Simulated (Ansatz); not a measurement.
# FeO (Wuestite) (Fm-3m) in Ansatz: a series of runs

Runs on FeO (Wuestite). Level: LDA. Tasks: phonons, elastic constants.

All numbers are computed with Ansatz 0.2.0; they aren't measurements. Logs are shortened: lines on timing, memory, paths and dates and some standing lists are left out, and cuts for length are marked.

**Experimental background.**

From “W\"ustite: Electric, thermodynamic and optical properties of FeO”, 2012, arxiv:1203.1201, for a bulk crystal of FeO: band gap 2.4 eV (optical).

The results are compared with them further down.

## (1) The crystal as given

The structure is cubic, space group Fm-3m (No. 225). The conventional cell has a = 4.311 Å, b = 4.311 Å, c = 4.311 Å, α = 90.00°, β = 90.00°, γ = 90.00°. Fe (site symmetry m-3m) is surrounded by 6 O at 2.16 Å. O (site symmetry m-3m) is surrounded by 6 Fe at 2.16 Å.

## (2) Phonons, LDA, collinear spin, ferromagnetic start

input.yaml reads:

```yaml
crystal:
  lattice:
    - [0.0, 2.1554, 2.1554]
    - [2.1554, 0.0, 2.1554]
    - [2.1554, 2.1554, 0.0]
  atoms:
    - { symbol: Fe, position: [0.0, 0.0, 0.0], spin: 3.0 }
    - { symbol: O, position: [0.5, 0.5, 0.5] }
hamiltonian:
  xc: lda
  pseudopotentials: { kind: paw }
magnetization:
  spin_polarized: true
kpoints:
  mp_grid: { grid: [8, 8, 8] }
scf:
  occupations: { method: fermi_dirac, width: 0.05 }
phonons:
  method: dfpt
  qmesh: [2, 2, 2]
  temperatures: { t_max: 1000, t_step: 100 }
  qpath:
    path:
      - [[0.0, 0.0, 0.0], [0.5, 0.0, 0.5], [0.5, 0.25, 0.75], [0.375, 0.375, 0.75], [0.0, 0.0, 0.0], [0.5, 0.5, 0.5], [0.625, 0.25, 0.625], [0.5, 0.25, 0.75], [0.5, 0.5, 0.5], [0.375, 0.375, 0.75]]
      - [[0.625, 0.25, 0.625], [0.5, 0.0, 0.5]]
    npoints: 8
```

Potentials or basis: Ansatz PAW.

Command:

```console
$ ansatz run input.yaml --threads 2 --pin off --max-ram 5632MiB --backend cpu --events-out ev --progress --plain --runs-dir out
```

What it wrote:

```text
Warning: RAYON_NUM_THREADS=2 ignored (pool sized by the plan → 2); use --threads N
Engine: ansatz 0.2.0, aarch64-unknown-linux-gnu
Pseudopotentials: kind: paw
Pseudopotential: Fe, paw, valence charge 16, recommended cutoff 420 eV (normal), Fe.paw.azcp
Pseudopotential: O, paw, valence charge 6, recommended cutoff 420 eV (normal), O.paw.azcp
Functional definition: SPW92
  exchange = slater_x
  correlation = pw_c
Crystal: 2 atoms, lattice volume = 20.027 Å³
Basis set: ecut = 420 eV, 387 PW (Γ), exchange–correlation on 48×48×48 points (8 copies of the dense FFT grid, shifted against one another)
Bands: 17, of which v1, the nominal top of the filled ones, is band 11 counted from 1 (10 counted from 0)
Symmetry: 48 space group operations
Space group: Fm-3m (ITA 225), of the structure as read, at distance tolerance 2.7e-5 Å
Magnetic group: BNS 225.116 (UNI 1618), of the structure as read, at distance tolerance 2.7e-5 Å
k-points: 29 of 512
Non-local potential: Fe, projectors of the file, l = 0: 3, l = 1: 2, l = 2: 3, l = 3: 1
Non-local potential: O, projectors of the file, l = 0: 2, l = 1: 2, l = 2: 1
PAW form: soft (Blöchl's): semilocal exchange-correlation on the pseudo side does not see the compensation charge
PAW frozen core: Fe, regenerated for the run's functional, and the local potential with it (the file was generated under x = pbe(κ = 0.804, μ = 0.2195149727645171), c = pbe(β = 0.06672455060314922))
PAW frozen core: O, regenerated for the run's functional, and the local potential with it (the file was generated under x = pbe(κ = 0.804, μ = 0.2195149727645171), c = pbe(β = 0.06672455060314922))
PAW one-centre angular grid: Fe, 590 points (default); XC on 64 Gauss nodes
PAW one-centre angular grid: O, 110 points (default); XC on 64 Gauss nodes
Initial density: superposition of atomic densities (chi_scale 0.1, normalization cell, long waves kept (reshape's long-wave potential 0.00 eV rms))
Starting moments: Σ|m| = 3 μB on 1 of 2 sites
Initial wavefunctions: pseudopotential atomic-orbital guess
Functional: x = slater, c = lda
SCF 1 converged in 11 iterations: F = -4974.166906 eV  dr2 = 1.50e-9
a single point of the input's cell can leave the moments in the input for a lower state (scf.lower_state_search): this run first made a single point of its cell. This run's own SCFs start from the density of the state that the single point found, with the moments in the input. The single point stayed on the moments in the input.
Initial density: read from a saved state, or passed on in memory by an earlier SCF of this step, an earlier step, the calling program or the single point that the run made first
Stability of the state it starts from, as read at its close in the collinear treatment: not read negative (Ritz values of 1 − χ₀K, real part plus size of imaginary part, from 0.80 to 1.1, by its mixing steps under the symmetry group of the SCF that read it); its run was given moments
Starting moments: Σ|m| = 3 μB on 1 of 2 sites; this step starts from the density that it was given
iter 1 solved again at ethr=2.54e-9 eV; its pass at ethr=3.10e-3 eV (dr2=5.59e-7 eV) is discarded
SCF iter   1: F=—  HF=-4974.166906 eV  |F-HF|=—  |Δ(HF+E_count)|=         —  Δρ=1.65e-6 (↑1.65e-6 ↓7.02e-7)  dr2=4.40e-10  dr2_m=1.23e-10  M=4.000 μB ∫|m|=4.004 μB  β_m=0.65  ethr=2.54e-9  ⟨swp⟩=3.0  Hψ=7143  notcnv=0
preconditioner: auto → none  [metal: Δε(μ)=0.015 eV  Ē_g=13.349 eV  σ=0.050 eV  W_gap=0.07  n_scr=0 (ndim 8)  ℏωp=31.0 eV  f_vac=0.000  D(μ)=1.74/eV (n_scr^D=14)]
SCF iter   2: F=—  HF=-4974.166906 eV  |F-HF|=—  |Δ(HF+E_count)|=  2.65e-10  Δρ=5.71e-7 (↑4.79e-7 ↓5.71e-7)  dr2=6.11e-11  dr2_m=2.46e-11  M=4.000 μB ∫|m|=4.004 μB  β_m=0.47  ethr=2.00e-12  ⟨swp⟩=2.6  Hψ=1716  notcnv=0
SCF iter   3: F=—  HF=-4974.166906 eV  |F-HF|=—  |Δ(HF+E_count)|=  1.09e-11  Δρ=4.27e-7 (↑4.27e-7 ↓2.28e-7)  dr2=7.38e-12  dr2_m=1.72e-11  M=4.000 μB ∫|m|=4.004 μB  β_m=0.63  ethr=1.00e-12  ⟨swp⟩=2.3  Hψ=1311  notcnv=0
SCF iter   4: F=—  HF=-4974.166906 eV  |F-HF|=—  |Δ(HF+E_count)|=  2.00e-11  Δρ=1.69e-7 (↑3.23e-8 ↓1.69e-7)  dr2=7.02e-12  dr2_m=1.11e-12  M=4.000 μB ∫|m|=4.004 μB  β_m=0.53  ethr=1.00e-12  ⟨swp⟩=1.0  Hψ=986  notcnv=0
SCF iter   5: F=-4974.166906 eV  HF=-4974.166906 eV  |F-HF|=0.00e0  |Δ(HF+E_count)|=  4.55e-12  Δρ=1.14e-7 (↑1.87e-8 ↓1.14e-7)  dr2=2.01e-12  dr2_m=7.44e-13  M=4.000 μB ∫|m|=4.004 μB  ethr=1.00e-12  ⟨swp⟩=3.4  Hψ=3571  notcnv=0
SCF 2 converged in 5 iterations: F = -4974.166906 eV  dr2 = 2.01e-12
iter 1 solved again at ethr=3.02e-9 eV; its pass at ethr=3.10e-3 eV (dr2=6.65e-7 eV) is discarded
SCF iter   1: F=—  HF=-4974.166906 eV  |F-HF|=—  |Δ(HF+E_count)|=         —  Δρ=5.76e-8 (↑5.10e-8 ↓5.76e-8)  dr2=1.39e-12  dr2_m=4.22e-14  M=4.000 μB ∫|m|=4.004 μB  β_m=0.30  ethr=3.02e-9  ⟨swp⟩=3.0  Hψ=7139  notcnv=0
eigensolver tolerance schedule: the retry pair's looser diagonalisation over-reported the residual by 477670.18 of it (diagonalisation noise at 0.87 of the residual, at the tolerance the schedule requests for it); recorded, not acted on — ethr = c·dr2/N_el stays at c = 1.0e-1
preconditioner: auto → none  [metal: Δε(μ)=0.015 eV  Ē_g=13.349 eV  σ=0.050 eV  W_gap=0.07  n_scr=8 (ndim 8)  ℏωp=31.0 eV  f_vac=0.000  D(μ)=1.74/eV (n_scr^D=14)]
SCF iter   2: F=-4974.166906 eV  HF=-4974.166906 eV  |F-HF|=2.73e-12  |Δ(HF+E_count)|=  2.91e-10  Δρ=1.49e-7 (↑2.22e-8 ↓1.49e-7)  dr2=4.69e-12  dr2_m=9.25e-13  M=4.000 μB ∫|m|=4.004 μB  ethr=1.00e-12  ⟨swp⟩=5.7  Hψ=3756  notcnv=0
SCF 3 converged in 2 iterations: F = -4974.166906 eV  dr2 = 4.69e-12
phonons: the bands overlap, so this run is a metal and interpolates without the dipole-dipole term. If the crystal is really an insulator or semiconductor, its LO-TO splitting is missing
NSCF: frozen V_eff on 29 k-points
NSCF: frozen V_eff on 59 k-points
DFPT response loops at q = (0, 0, 0) (fractional): preconditioner auto → Kerker (q_TF=auto, 2.771 Å⁻¹) (partly filled bands, converged f_vac=0.000); β = 1.00, the filter's whole step (`scf.mixing.beta` (0.30) is not read by the response loops under this deck's `scf.mixing.preconditioner`; to damp them name `kerker` or `kerker_dos`, under which they read `scf.mixing.beta`, and type it under 1.00, their step now; both keys bind the ground state too); Broyden in place of MSR1
NSCF: frozen V_eff on 300 k-points
DFPT response loops at q = (0, 0, -0.5) (fractional): mixed as the last ones told, above
NSCF: frozen V_eff on 190 k-points
DFPT response loops at q = (0, -0.5, -0.5) (fractional): mixed as the last ones told, above
SCF converged after 5 iterations
Magnetization: 3.9995 μB (12.9998 up, 9.0002 down)
Absolute magnetization: 4.0036 μB (∫|ρ↑−ρ↓|, with the PAW one-centre terms)
Spin contamination: 0.0098 ħ² per cell (⟨S²⟩ above its minimum at these occupations)
Per-site moments (μB) at R_I (Å): [(3.416170696150575, 0.8891025000000001), (0.3388521338883619, 0.8891025000000001)]
Free energy (F): -4974.166906 eV
Harris-Foulkes:  -4974.166906 eV  (|F-HF|=0.00e0)
Internal energy: -4974.153044 eV  (E = F + TS)
E sigma→0 (E₀):  -4974.159975 eV
Entropy (-TS):   -0.013862 eV (-6.931 meV/atom)
Fermi energy:    14.154005 eV
--- Per-component energies (eV) ---
  E_band       = -271.208323
  E_kinetic    = 514.021513
  E_local      = -2601.070325  (includes V_loc(G=0)·N_el)
  E_nonlocal   = 284.329451
  E_hartree    = 1055.998604
  E_xc         = -185.544449
  E_vxc        = -239.496073  (∫ρ·V_xc dr)
  E_paw        = -1456.933086  (= ΣΔE_a)
  E_vpaw       = -340.993572  (= ΣTr[D̂ρ^β])
  E_aug_tail   = 0.003403  (compensation charges beyond the density's cutoff)
  E_ewald      = -2585.456612
  E_core_change = 0.498457  (= ΣΔE_core)
  E_smearing   = -0.013862  (= −TS)
  E_closure    = 0.000000  (closes the sum)
  Σ components = -4974.166906   (vs F -4974.166906, Δ=0.00e0)
--- Band table (eV; the first three rows and the last of 58) ---
  k-point 0 ↑: bands = ["-74.8278", "-41.2337", "-41.2337", "-41.2337", "-6.3696", "10.2740", "10.2740", "10.2740", "10.4069", "10.4069", "10.4069", "10.6757", "10.6757", "14.2128", "29.2497", "31.0019", "31.0019"]
  k-point 1 ↑: bands = ["-74.8269", "-41.2419", "-41.2348", "-41.2348", "-6.2095", "8.9534", "9.2794", "9.2794", "10.5483", "10.5483", "10.8368", "11.7142", "11.7142", "15.1970", "27.2053", "30.4403", "30.4403"]
  k-point 2 ↑: bands = ["-74.8249", "-41.2615", "-41.2373", "-41.2373", "-5.7961", "7.2030", "8.3480", "8.3480", "10.8301", "10.8301", "11.1739", "12.8338", "12.8338", "16.8454", "24.5660", "28.6779", "28.6779"]
  k-point 28 ↓: bands = ["-70.8416", "-37.4141", "-37.4141", "-37.3962", "-4.4153", "8.0515", "8.0515", "8.5697", "14.1128", "14.1128", "14.9244", "15.0541", "15.8041", "22.6196", "23.9105", "23.9105", "26.7250"]
--- Phonons (Γ-DFPT): 2 representative perturbations + reference (Σ response iterations 6) ---
  ASR residual: 1.950e-3 → 0.000e0 eV/Å²; symmetrization residual: 4.684e-6 eV/Å²
  ASR residual per site (eV/Å²): 1.95e-3 5.04e-5
  Γ frequencies (cm⁻¹): 0.00 0.00 0.00 182.54 182.54 182.54
--- Phonons (arbitrary-q DFPT): 3 irreducible q on the 2×2×2 mesh ---
  q = [0.0000, 0.0000, 0.0000] (star 1, of the zone-centre solve; hermiticity 6.14e-6, symmetrization 5.64e-12): -0.00 0.00 0.00 182.54 182.54 182.54
  q = [0.0000, 0.0000, -0.5000] (star 4, 2 solved perturbations on 150 of 512 k-point pairs; hermiticity 8.66e-14, symmetrization 1.36e-12): 76.80 76.80 183.03 210.82 210.82 378.66
  q = [0.0000, -0.5000, -0.5000] (star 3, 4 solved perturbations in 308 linear systems a pass and spin channel, the states on 95 of 512 k-point pairs; hermiticity 2.33e-6, symmetrization 3.27e-13): -120.05 -38.23 -38.23 284.98 284.98 352.76
  sum rule: each row above includes the acoustic sum rule's correction from the zone centre's row sums; it moved no ω² by more than (3.08 cm⁻¹)²
  mesh force constants: q→R imaginary residual 4.95e-17; ASR residual 1.950e-3 → 0.000e0 eV/Å²; symmetrization residual 5.329e-15 eV/Å²
  interpolated dispersion: 82 rows × 6 modes
  density of states and harmonic sums: on the 26×26×26 q-mesh, interpolated from the force constants of a 2×2×2 supercell (no non-analytic term)
  largest difference from the sums on the solved wave vectors: F 1.79e-1 eV, S 2.38e-4 and C_V 5.86e-5 eV/K
  zero-point energy: 0.062200 eV/cell   skipped modes (ω ≤ 0): 408, of them read as no rigid motion or as one in doubt: 405 (8.229e-1 modes/cell left out, lowest -120.05 cm⁻¹)   left out of the sums: 1.37e-1 of the cell's modes: C_V's classical limit lies that fraction below 3 k_B per atom; for a crystal, a wire or a layer, F and S can be off by more, and a phonons.interpolated_qmesh denser along its periods is the remedy for the sampling
```

Wall time 30 s (2 threads of Arm Neoverse V1, shared host); peak memory 0.6 GiB.

Results:

- Free energy: -4974.1669 eV
- Band gap on the k mesh: none (metal or under the smearing width)
- Net moment: 4.00 μB per cell
- Absolute moment: 4.00 μB per cell
- Site moments: Fe +3.42; O +0.34 μB
- Highest phonon frequency: 379 cm⁻¹
- Most unstable mode: 120i cm⁻¹

Phonon frequencies in cm⁻¹ (negative: imaginary):
```csv
q point,frequencies
"(0.000, 0.000, 0.000)",0 0 0 183 183 183
"(0.000, 0.000, -0.500)",77 77 183 211 211 379
"(0.000, -0.500, -0.500)",-120 -38 -38 285 285 353
```

Caveat: some modes are imaginary; the q mesh is small, so phonon branches between its points and thermal values are rough; a cell with one magnetic atom can't hold antiferromagnetic order, which such compounds often take; semilocal functionals often make such compounds metallic where correlation or magnetic order opens a gap, which also shifts bond lengths; the PAW data sets come from PBE, with cores solved anew for the run's functional, which leaves a small shift of forces and pressure.

## (3) Elastic constants, LDA, collinear spin, ferromagnetic start

input.yaml reads:

```yaml
crystal:
  lattice:
    - [0.0, 2.1554, 2.1554]
    - [2.1554, 0.0, 2.1554]
    - [2.1554, 2.1554, 0.0]
  atoms:
    - { symbol: Fe, position: [0.0, 0.0, 0.0], spin: 3.0 }
    - { symbol: O, position: [0.5, 0.5, 0.5] }
hamiltonian:
  xc: lda
  pseudopotentials: { kind: paw }
magnetization:
  spin_polarized: true
kpoints:
  mp_grid: { grid: [8, 8, 8] }
scf:
  occupations: { method: fermi_dirac, width: 0.05 }
output:
  forces: true
  stress: true
elastic:
  mode: clamped_ion
  stencil: two_point
```

Potentials or basis: Ansatz PAW.

Command:

```console
$ ansatz run input.yaml --threads 2 --pin off --max-ram 5632MiB --backend cpu --events-out ev --progress --plain --runs-dir out
```

What it wrote:

```text
Warning: RAYON_NUM_THREADS=2 ignored (pool sized by the plan → 2); use --threads N
[... 7 set-up lines as earlier in the session ...]
Crystal: 2 atoms, lattice volume = 20.027 Å³
Basis set: ecut = 420 eV, 387 PW (Γ)
Bands: 17, of which v1, the nominal top of the filled ones, is band 11 counted from 1 (10 counted from 0)
[... 2 set-up lines as earlier in the session ...]
Magnetic group: BNS 225.116 (UNI 1618), of the structure as read, at distance tolerance 2.7e-5 Å
k-points: 29 of 512
[... 3 set-up lines as earlier in the session ...]
[... 113 lines left out ...]
  k-point 0 ↑: bands = ["-74.8278", "-41.2337", "-41.2337", "-41.2337", "-6.3696", "10.2740", "10.2740", "10.2740", "10.4069", "10.4069", "10.4069", "10.6757", "10.6757", "14.2128", "29.2497", "31.0019", "31.0019"]
  k-point 1 ↑: bands = ["-74.8269", "-41.2419", "-41.2348", "-41.2348", "-6.2095", "8.9534", "9.2794", "9.2794", "10.5483", "10.5483", "10.8368", "11.7142", "11.7142", "15.1970", "27.2053", "30.4403", "30.4403"]
  k-point 2 ↑: bands = ["-74.8249", "-41.2615", "-41.2373", "-41.2373", "-5.7961", "7.2030", "8.3480", "8.3480", "10.8301", "10.8301", "11.1739", "12.8338", "12.8338", "16.8454", "24.5660", "28.6779", "28.6779"]
  k-point 28 ↓: bands = ["-70.8416", "-37.4141", "-37.4141", "-37.3962", "-4.4153", "8.0515", "8.0515", "8.5697", "14.1128", "14.1128", "14.9244", "15.0541", "15.8041", "22.6196", "23.9105", "23.9105", "26.7250"]
--- Elastic constants: 2 strain directions × 2 members + reference (group order 48) ---
  dense FFT box of the reference and of every strained cell: 24×24×24
  strains applied: 11, 23; error gains: componentwise 1.00 (the most a stress slope's error grows in a printed constant), spectral 1.73 (1 for all six strains in a standard setting)
  C = ∂σ_k/∂η_j (tension-positive GPa; Voigt order 11 22 33 23 13 12):
       192.057    136.305    136.305     -0.000     -0.000      0.000
       136.305    192.057    136.305     -0.000     -0.000     -0.000
       136.305    136.305    192.057     -0.000     -0.000      0.000
        -0.000      0.000      0.000     33.706     -0.000     -0.000
        -0.000      0.000      0.000      0.000     33.706      0.000
        -0.000      0.000     -0.000     -0.000     -0.000     33.706
  reference stress σ⁰ (GPa):     15.575     15.575     15.575      0.000     -0.000     -0.000
  C* (energy form; C + prestress term) asymmetry max|C*_kj − C*_jk| = 2.316e-16 GPa — a small one proves nothing (zero by symmetry where the batch's group is 432, −43m or m−3m); a large one is finite-difference/SCF noise where every solve meets its electron count
  moduli (Voigt/Reuss/Hill, GPa): K = 154.89/154.89/154.89   G = 31.37/31.10/31.24   E = 87.81   ν = 0.406
  mechanically stable: yes (min eigenvalue of sym C = 33.71 GPa)
  strain η (Voigt 11):  stress-route row diagonal C_11 = 192.06 GPa, energy-path curvature d²(F+E_count+ΔE)/dδ²/Ω₀ = 194.28 GPa
         δ    σ_11 (GPa)             F (eV)   n_scf  n_hpsi   n_pw
    -2.000e-3      15.1850       -4974.1707802       9   37930    399
     2.000e-3      15.9532       -4974.1629391       7   30083    399
  strain η (Voigt 23):  stress-route row diagonal C_44 = 33.71 GPa, energy-path curvature d²(F+E_count+ΔE)/dδ²/Ω₀ = 27.24 GPa
         δ    σ_23 (GPa)             F (eV)   n_scf  n_hpsi   n_pw
    -2.000e-3      -0.0674       -4974.1668902       9   59433    399
     2.000e-3       0.0674       -4974.1668902       6   47824    399
```

elastic_members.tsv:

```text
# convention: tension-positive GPa; Voigt order 11 22 33 23 13 12; engineering shear strains; stresses and constants hold the Pulay correction, whose part of sigma0, of c and of each member's stress the lines and columns named pulay_correction_..._gpa give (of c_energy it is that of c and, on the columns of strains 1 to 3, that of sigma0; of a layer's constants it is that of c in the plane, times a tenth of its plane spacing in ang); where a line pulay_correction_withheld stands none holds it
[... 13 lines left out ...]
3	2.0000000000e-3	1.5575952832e1	1.5575164065e1	1.5575164065e1	6.7413886630e-2	-0.0000000000e0	-0.0000000000e0	-4.9741668902e3	-4.9741599597e3	6	47824	399	nan	nan	0.0000000000e0	-8.5338213136e-1	-8.5257814318e-1	-8.5257814318e-1	-1.2355493683e-3	1.0856771171e-18	-0.0000000000e0	8.8513029159e-5	0.0000000000e0
```

It took 8.8 s on 2 threads of Arm Neoverse V1, shared host; peak memory 0.34 GiB.

Results:

```yaml
Free_energy: -4974.1669 eV
Pressure: -15.6 GPa
Band_gap_on_the_k_mesh: none (metal or under the smearing width)
Net_moment: 4.00 μB per cell
Absolute_moment: 4.00 μB per cell
Site_moments: Fe +3.42; O +0.34 μB
Clamped-ion_elastic_constants_C11_C12_C44: 192, 136, 34 GPa
Voigt_bulk_modulus: 155 GPa
```

Elastic tensor in Voigt notation (GPa, ions clamped, in the Cartesian axes of the cell as first typed):
```
192 136 136   0   0   0
136 192 136   0   0   0
136 136 192   0   0   0
  0   0   0  34   0   0
  0   0   0   0  34   0
  0   0   0   0   0  34
```

Caveat: the cell is more than 3 GPa from zero pressure, which shifts response properties; elastic constants of metals need much finer meshes, so these are rough; so large a pressure means that the cell lies far from this level's equilibrium, or that cutoff or potentials fall short; the pressure holds a Pulay correction of +0.9 GPa for the finite cutoff; a cell with one magnetic atom can't hold antiferromagnetic order, which such compounds often take; semilocal functionals often make such compounds metallic where correlation or magnetic order opens a gap, which also shifts bond lengths; the PAW data sets come from PBE, with cores solved anew for the run's functional, which leaves a small shift of forces and pressure.

## (4) How close it comes

Step 2. A measured gap of FeO is 2.4 eV (optical; quoted in “W\"ustite: Electric, thermodynamic and optical properties of FeO”, 2012, arxiv:1203.1201); the calculated 0.00 eV misses it by -2.40 eV. So large a miss can be the level of theory's own, or it may mean another phase, state or a wrong row. The value is that of LDA on a finite k mesh, which can miss the band edges, without temperature or zero-point motion. Semilocal functionals fall short of measured gaps as a rule. The run's magnetic order (collinear spin, ferromagnetic start) needn't be the measured crystal's.

Step 3. Measured gap of FeO: 2.4 eV (optical; quoted in “W\"ustite: Electric, thermodynamic and optical properties of FeO”, 2012, arxiv:1203.1201). This calculation gives 0.00 eV (-2.40 eV). So large a miss can be the level of theory's own, or it may mean another phase, state or a wrong row. The value is that of LDA on a finite k mesh, which can miss the band edges, without temperature or zero-point motion. Semilocal functionals fall short of measured gaps as a rule. The run's magnetic order (collinear spin, ferromagnetic start) needn't be the measured crystal's.
